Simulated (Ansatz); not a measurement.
# GaAs (zincblende type): the cost of one run

Program: Ansatz 0.2.0. Level of theory: DFT PBEsol, with the methods named in each step. These are calculated values, not measurements.

## (1) The starting structure

It takes space group F-43m (No. 216, cubic). The conventional cell has a = 5.795 Å, b = 5.795 Å, c = 5.795 Å, α = 90.00°, β = 90.00°, γ = 90.00°. Ga (site symmetry -43m) is surrounded by 4 As at 2.51 Å. As (site symmetry -43m) is surrounded by 4 Ga at 2.51 Å.

Structure file:

```
Ga As
1.0
     0.00000    2.89763    2.89763
     2.89763    0.00000    2.89763
     2.89763    2.89763    0.00000
Ga As
1 1
Direct
  0.00000 0.00000 0.00000
  0.25000 0.25000 0.25000
```

Whether this phase is the stable one at these pressures isn't tested.

Atoms are numbered in the order of the input: Ga1, As2.

## (2) Cell relaxed at zero pressure, PAW

input.yaml reads:

```yaml
crystal:
  lattice:
    - [0.0, 2.897629242, 2.897629242]
    - [2.897629242, 0.0, 2.897629242]
    - [2.897629242, 2.897629242, 0.0]
  atoms:
    - { symbol: Ga, position: [0.0, 0.0, 0.0] }
    - { symbol: As, position: [0.25, 0.25, 0.25] }
kpoints:
  mp_grid: { grid: [11, 11, 11] }
scf:
  occupations: { method: fermi_dirac, width: 0.08 }
hamiltonian:
  xc: pbesol
  pseudopotentials: { kind: paw }
output:
  forces: true
  stress: true
  write_density: true
  write_potential: true
  elf: true
  volumetric_format: npy
relax:
  f_tol: 0.005
  max_steps: 40
  cell: {}
```

Command:

```bash
$ ansatz run input.yaml --threads 1 --pin off --max-ram 2048MiB --backend cpu --events-out ev --progress --plain --runs-dir out
```

Q: Estimate wall time and peak memory on 1 thread of Intel Xeon at 2.50GHz (Skylake/Cascade Lake), shared host.

About 61 s, with a peak of 0.42 GiB.
